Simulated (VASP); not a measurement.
## BaS (rocksalt): gaps by functional in VASP

```xyz
2
Lattice="0.0000 3.2118 3.2118 3.2118 0.0000 3.2118 3.2118 3.2118 0.0000" Properties=species:S:1:pos:R:3 pbc="T T T"
Ba    0.0000    0.0000    0.0000
S     3.2118    3.2118    3.2118
```

All runs share this cell. Band v is the last that the valence electrons fill when counted band by band, and c is the next. A negative gap between them is a band overlap, as in a metal.

| level | gap (eV) | least direct gap (eV) | pressure (GPa) |
| --- | --- | --- | --- |
| PBE | 2.13 | 2.28 | 0.6 |
| r²SCAN | 2.49 | 2.63 | 0.6 |
| LDA | 1.93 | 2.08 | -2.5 |
| PBEsol | 2.01 | 2.16 | -1.2 |
| PBE with spin–orbit coupling | 2.09 | 2.19 | – |
